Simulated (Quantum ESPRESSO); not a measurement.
# MgO (Fm-3m) in Quantum ESPRESSO: notebook, part 2 of 4

Quantum ESPRESSO 7.5. Earlier steps stand in the parts before.

## (3) Phonons, PBE

pw.in reads:

```
&CONTROL
  calculation = 'scf'
  prefix = 'pwscf'
  outdir = './tmp'
  pseudo_dir = './pseudo'
  tprnfor = .true.
  tstress = .true.
  disk_io = 'low'
/
&SYSTEM
  ibrav = 0
  nat = 2
  ntyp = 2
  ecutwfc = 88
  nbnd = 14
  occupations = 'smearing'
  smearing = 'fd'
  degauss = 0.00367493
/
&ELECTRONS
  conv_thr = 4d-10
  electron_maxstep = 120
  mixing_beta = 0.5
/
ATOMIC_SPECIES
Mg    24.3050 12_Mg_10_1.9_2.0_pbe_v1.0.upf
O     15.9990 08_O_6_1.2_1.4_pbe_n_v1.0.upf
CELL_PARAMETERS angstrom
   0.0000000000    2.0970013927    2.0970013927
   2.0970013927    0.0000000000    2.0970013927
   2.0970013927    2.0970013927    0.0000000000
ATOMIC_POSITIONS angstrom
Mg     0.0000000000    0.0000000000    0.0000000000
O      2.0970013927    2.0970013927    2.0970013927
K_POINTS automatic
6 6 6 1 1 1
```

scf2.in reads:

```
&CONTROL
  calculation = 'scf'
  prefix = 'pwscf'
  outdir = './tmp'
  pseudo_dir = './pseudo'
  tprnfor = .true.
  tstress = .true.
  disk_io = 'low'
/
&SYSTEM
  ibrav = 0
  nat = 2
  ntyp = 2
  ecutwfc = 88
  nbnd = 14
  occupations = 'fixed'
/
&ELECTRONS
  conv_thr = 1d-13
  electron_maxstep = 120
  mixing_beta = 0.5
  startingpot = 'file'
  startingwfc = 'file'
/
ATOMIC_SPECIES
Mg    24.3050 12_Mg_10_1.9_2.0_pbe_v1.0.upf
O     15.9990 08_O_6_1.2_1.4_pbe_n_v1.0.upf
CELL_PARAMETERS angstrom
   0.0000000000    2.0970013927    2.0970013927
   2.0970013927    0.0000000000    2.0970013927
   2.0970013927    2.0970013927    0.0000000000
ATOMIC_POSITIONS angstrom
Mg     0.0000000000    0.0000000000    0.0000000000
O      2.0970013927    2.0970013927    2.0970013927
K_POINTS automatic
6 6 6 1 1 1
```

ph.in reads:

```
phonons of MgO
&INPUTPH
  prefix = 'pwscf'
  outdir = './tmp'
  tr2_ph = 1d-18
  fildyn = 'dyn'
  niter_ph = 90
  alpha_mix(1) = 0.7
  epsil = .true.
/
0.0000000000 0.0000000000 0.0000000000
```

dynmat.in reads:

```
&INPUT
  fildyn = 'dyn'
  asr = 'crystal'
  lperm = .true.
  filout = 'dynmat.disp'
  fileig = 'dynmat.eig'
/
```

dynmat_lo.in reads:

```
&INPUT
  fildyn = 'dyn'
  asr = 'crystal'
  filout = 'dynmat_lo.disp'
  fileig = 'dynmat_lo.eig'
  q(1) = 0
  q(2) = 0
  q(3) = 1
/
```

Potentials or basis: SPMS 1.0 PBE.

Command:

```console
> OMP_NUM_THREADS=1 pw.x -in pw.in > pw.out
> OMP_NUM_THREADS=1 pw.x -in scf2.in > scf2.out
> OMP_NUM_THREADS=1 ph.x -in ph.in > ph.out
> OMP_NUM_THREADS=1 dynmat.x -in dynmat.in > dynmat.out
> OMP_NUM_THREADS=1 dynmat.x -in dynmat_lo.in > dynmat_lo.out
```

pw.out:

```text
This program is part of the open-source Quantum ESPRESSO suite
     for quantum simulation of materials; please cite
[... 9 lines left out ...]
     --------------------
     sticks:   dense  smooth     PW     G-vecs:    dense   smooth      PW
     Sum         757     757    241                13851    13851    2421

     Using Slab Decomposition

     bravais-lattice index     =            0
     lattice parameter (alat)  =       5.6042  a.u.
     unit-cell volume          =     124.4580 (a.u.)^3
     number of atoms/cell      =            2
     number of atomic types    =            2
     number of electrons       =        16.00
     number of Kohn-Sham states=           14
     kinetic-energy cutoff     =      88.0000  Ry
     charge density cutoff     =     352.0000  Ry
     scf convergence threshold =      4.0E-10
     mixing beta               =       0.5000
     number of iterations used =            8  plain     mixing
     Exchange-correlation= PBE
                           (   1   4   3   4   0   0   0)

     celldm(1)=   5.604187  celldm(2)=   0.000000  celldm(3)=   0.000000
     celldm(4)=   0.000000  celldm(5)=   0.000000  celldm(6)=   0.000000

[... 8 lines left out ...]
               b(3) = (  0.707107  0.707107 -0.707107 )

     PseudoPot. # 1 for Mg read from file:
     12_Mg_10_1.9_2.0_pbe_v1.0.upf
     Pseudo is Norm-conserving, Zval = 10.0
     Generated using ONCVPSP code by D. R. Hamann
     Using radial grid of 1512 points,  4 beta functions with:
                l(1) =   0
                l(2) =   0
                l(3) =   1
                l(4) =   1

     PseudoPot. # 2 for O  read from file:
     08_O_6_1.2_1.4_pbe_n_v1.0.upf
     Pseudo is Norm-conserving + core correction, Zval =  6.0
     Generated using ONCVPSP code by D. R. Hamann
     Using radial grid of  934 points,  5 beta functions with:
                l(1) =   0
                l(2) =   0
                l(3) =   1
                l(4) =   1
                l(5) =   2

     atomic species   valence    mass     pseudopotential
     Mg               10.00    24.30500     Mg( 1.00)
     O                 6.00    15.99900     O ( 1.00)

     48 Sym. Ops., with inversion, found

   Cartesian axes

     site n.     atom                  positions (alat units)
         1        Mg     tau(   1) = (   0.0000000   0.0000000   0.0000000  )
         2        O      tau(   2) = (   0.7071068   0.7071068   0.7071068  )

     number of k points=    28  Fermi-Dirac smearing, width (Ry)=  0.0037
                       cart. coord. in units 2pi/alat
        k(    1) = (   0.0589256   0.0589256   0.0589256), wk =   0.0185185
        k(    2) = (   0.1767767   0.1767767  -0.0589256), wk =   0.0555556
        k(    3) = (   0.2946278   0.2946278  -0.1767767), wk =   0.0555556
        k(    4) = (  -0.2946278  -0.2946278   0.4124790), wk =   0.0555556
        k(    5) = (  -0.1767767  -0.1767767   0.2946278), wk =   0.0555556
        k(    6) = (  -0.0589256  -0.0589256   0.1767767), wk =   0.0555556
[... 20 lines left out ...]
        k(   27) = (   0.2946278   0.2946278   0.2946278), wk =   0.0185185
        k(   28) = (  -0.2946278  -0.2946278   0.8838835), wk =   0.0555556

     Dense  grid:    13851 G-vectors     FFT dimensions: (  36,  36,  36)

     Initial potential from superposition of free atoms

     starting charge      15.9992, renormalised to      16.0000
     Starting wfcs are    9 randomized atomic wfcs +    5 random wfcs

     Self-consistent Calculation

     iteration #  1     ecut=    88.00 Ry     beta= 0.50
     Davidson diagonalization with overlap
     ethr =  1.00E-02,  avg # of iterations =  5.0

     total energy              =    -145.24436256 Ry
     estimated scf accuracy    <       0.38595245 Ry

     iteration #  2     ecut=    88.00 Ry     beta= 0.50
     Davidson diagonalization with overlap
     ethr =  2.41E-03,  avg # of iterations =  2.0
[... 43 lines left out ...]
     total energy              =    -145.35975948 Ry
     estimated scf accuracy    <          2.1E-09 Ry

     iteration #  9     ecut=    88.00 Ry     beta= 0.50
     Davidson diagonalization with overlap
     ethr =  1.33E-11,  avg # of iterations =  2.0

     End of self-consistent calculation

          k = 0.0589 0.0589 0.0589 (  1762 PWs)   bands (ev):

   -63.7171 -30.4730 -30.4676 -30.4676  -8.5521   8.1561   8.5745   8.5745
    13.9725  23.5938  24.7405  24.7405  29.7534  29.7949

          k = 0.1768 0.1768-0.0589 (  1749 PWs)   bands (ev):

   -63.7143 -30.4982 -30.4747 -30.4688  -8.1759   6.6299   8.1524   8.4186
    15.5371  21.5932  25.0602  25.5798  27.9046  29.6245

          k = 0.2946 0.2946-0.1768 (  1736 PWs)   bands (ev):

   -63.7099 -30.5392 -30.4799 -30.4737  -7.5232   4.7229   7.7708   8.0863
    16.8453  20.9941  24.6095  25.5442  29.3400  30.5225

          k =-0.2946-0.2946 0.4125 (  1733 PWs)   bands (ev):

   -63.7084 -30.5536 -30.4795 -30.4774  -7.2677   4.1044   7.7251   7.9127
    16.9692  21.2832  24.3441  25.3082  30.3119  31.0457

          k =-0.1768-0.1768 0.2946 (  1733 PWs)   bands (ev):
[... 6 lines left out ...]
   -63.7156 -30.4849 -30.4713 -30.4700  -8.3564   7.3320   8.3775   8.4061
    14.9005  22.1837  25.1310  25.1484  27.8485  30.3388

          k = 0.2946 0.0589 0.0589 (  1744 PWs)   bands (ev):

   -63.7130 -30.5019 -30.4777 -30.4769  -8.0145   6.3340   8.0378   8.0603
    16.2414  20.6443  25.0718  25.8211  26.3400  31.3634

          k = 0.4125 0.1768-0.0589 (  1729 PWs)   bands (ev):

   -63.7093 -30.5263 -30.4901 -30.4810  -7.5102   5.2480   7.2990   7.7907
    17.8505  19.8887  23.2176  26.2637  27.4119  32.0490

          k =-0.1768-0.4125 0.5303 (  1736 PWs)   bands (ev):

   -63.7071 -30.5416 -30.4980 -30.4838  -7.1444   4.6309   6.6787   7.6332
    18.4097  20.8777  22.2655  25.8524  28.8520  31.5720

          k =-0.0589-0.2946 0.4125 (  1735 PWs)   bands (ev):

   -63.7084 -30.5327 -30.4979 -30.4783  -7.3422   4.9969   6.7760   7.8557
    18.2490  20.4463  22.8190  26.0819  28.6952  30.5372

          k = 0.0589-0.1768 0.2946 (  1736 PWs)   bands (ev):

   -63.7120 -30.5137 -30.4816 -30.4728  -7.8647   5.8439   7.7557   8.1766
    16.6115  20.7144  24.5719  26.0851  27.0880  30.6099

          k = 0.5303 0.0589 0.0589 (  1726 PWs)   bands (ev):

   -63.7073 -30.5330 -30.4940 -30.4916  -7.2713   4.9068   7.2796   7.4594
    18.4305  18.7270  22.1372  27.2342  27.3329  34.2773

          k =-0.0589-0.5303 0.6482 (  1727 PWs)   bands (ev):

   -63.7058 -30.5352 -30.5054 -30.4948  -7.0435   4.8678   6.5707   7.2245
    18.7205  19.7832  21.5019  26.3015  28.2183  34.5711

          k = 0.0589-0.4125 0.5303 (  1733 PWs)   bands (ev):

   -63.7063 -30.5305 -30.5137 -30.4868  -7.0653   5.1374   5.9050   7.4983
    19.1685  20.8093  21.4491  25.8164  28.6892  31.5554

          k = 0.1768-0.2946 0.4125 (  1739 PWs)   bands (ev):

   -63.7084 -30.5449 -30.4866 -30.4782  -7.3052   4.4772   7.3331   7.8726
    17.5102  20.9708  23.4998  25.6548  29.3577  31.1341

          k =-0.6482 0.0589 0.0589 (  1731 PWs)   bands (ev):

   -63.7058 -30.5403 -30.4988 -30.4954  -7.0727   4.6335   7.0831   7.3141
    18.0711  19.0006  21.7861  27.5933  27.6330  34.6950

          k =-0.5303 0.1768-0.0589 (  1727 PWs)   bands (ev):

   -63.7071 -30.5333 -30.4988 -30.4897  -7.2111   4.9421   6.8673   7.4312
    18.7686  19.4834  21.9860  26.3750  27.9074  33.3838

          k =-0.4125 0.0589 0.0589 (  1726 PWs)   bands (ev):

   -63.7099 -30.5194 -30.4858 -30.4852  -7.6166   5.4805   7.6246   7.7259
    17.6004  19.3981  23.3664  26.5733  26.8114  32.7334

          k = 0.1768 0.1768 0.1768 (  1751 PWs)   bands (ev):

   -63.7131 -30.5120 -30.4715 -30.4715  -8.0123   5.9617   8.2790   8.2790
    15.8635  21.3125  25.4450  25.4450  28.9826  28.9826

          k = 0.2946 0.2946 0.0589 (  1738 PWs)   bands (ev):
[... 21 lines left out ...]
   -63.7067 -30.5325 -30.5065 -30.4875  -7.1274   5.0200   6.3297   7.4221
    19.2436  20.2827  21.7697  25.5816  29.2248  31.1390

          k =-0.0589-0.2946 0.6482 (  1732 PWs)   bands (ev):

   -63.7058 -30.5269 -30.5141 -30.4953  -7.0141   5.2870   5.9703   7.0556
    19.7216  20.5870  21.0759  24.9309  29.5636  31.8430

          k =-0.7660 0.1768 0.1768 (  1734 PWs)   bands (ev):

   -63.7060 -30.5319 -30.5130 -30.4892  -7.0429   5.0385   6.0401   7.4891
    18.7945  20.5301  21.3623  26.9003  27.2116  33.9050

          k = 0.2946 0.2946 0.2946 (  1736 PWs)   bands (ev):

   -63.7092 -30.5506 -30.4754 -30.4754  -7.3873   4.2337   8.0045   8.0045
    16.6162  21.2434  25.2029  25.2029  29.9230  30.8130

          k =-0.2946-0.2946 0.8839 (  1736 PWs)   bands (ev):

   -63.7077 -30.5469 -30.4913 -30.4792  -7.2005   4.3886   7.0396   7.8353
    17.7959  21.1143  23.0042  25.7691  29.5219  31.1897

     the Fermi energy is    10.3420 ev

!    total energy              =    -145.35975948 Ry
     estimated scf accuracy    <          9.8E-11 Ry
     smearing contrib. (-TS)   =      -0.00000000 Ry
     internal energy E=F+TS    =    -145.35975948 Ry

     The total energy is F=E-TS. E is the sum of the following terms:
     one-electron contribution =     -61.62346141 Ry
     hartree contribution      =      34.66284911 Ry
     xc contribution           =     -23.22438148 Ry
     ewald contribution        =     -95.17476569 Ry

     convergence has been achieved in   9 iterations

     Forces acting on atoms (cartesian axes, Ry/au):

     atom    1 type  1   force =    -0.00000000    0.00000000   -0.00000000
     atom    2 type  2   force =     0.00000000    0.00000000    0.00000000

     Total force =     0.000000     Total SCF correction =     0.000000

     Computing stress (Cartesian axis) and pressure

          total   stress  (Ry/bohr**3)                   (kbar)     P=       67.24
   0.00045711   0.00000000   0.00000000           67.24        0.00        0.00
  -0.00000000   0.00045711   0.00000000           -0.00       67.24        0.00
   0.00000000   0.00000000   0.00045711            0.00        0.00       67.24

=------------------------------------------------------------------------------=
   JOB DONE.
=------------------------------------------------------------------------------=
```

It took 3.6 min on 1 thread of Arm Neoverse V1, shared host; peak memory 0.05 GiB.

What came out:

```
Free energy                                             : -1977.7203 eV
Pressure after relaxing                                 : 6.7 GPa
Electronic dielectric tensor (diagonal)                 : 3.20
Born charges (mean of the diagonal)                     : Mg +1.99; O -1.99 e
Highest phonon frequency at Γ, LO-TO splitting left out : 409 cm⁻¹
Static dielectric tensor (diagonal)                     : 9.71
```

Phonon frequencies in cm⁻¹ (negative: imaginary):
```csv
q point,frequencies
"(0.000, 0.000, 0.000)",16 16 16 409 409 409
```

Electronic dielectric tensor:
```
3.20 0.00 0.00
0.00 3.20 0.00
0.00 0.00 3.20
```

Born effective charge tensors (e):
atom 1, Mg
```
1.99 0.00 0.00
0.00 1.99 0.00
0.00 0.00 1.99
```
atom 2, O
```
-1.99  0.00  0.00
 0.00 -1.99  0.00
 0.00  0.00 -1.99
```

Optical modes at Γ, degenerate ones joined, polar ones without the macroscopic field:
| cm⁻¹ | components | symmetry | active in | IR intensity, summed ((D/Å)²/amu) |
| --- | --- | --- | --- | --- |
| 409 | 3 | T1u | IR | 28.30 |

Zone-centre frequencies without and with the macroscopic field along z (cm⁻¹):
```
                optical modes in rising order
       without                    409 409 409
with the field                    409 409 713
```

Static dielectric tensor, electrons and zone-centre modes:
```
9.71 0.00 0.00
0.00 9.71 0.00
0.00 0.00 9.71
```

Caveat: the cell is more than 3 GPa from zero pressure, which shifts response properties.

[end of part 2 of 4]
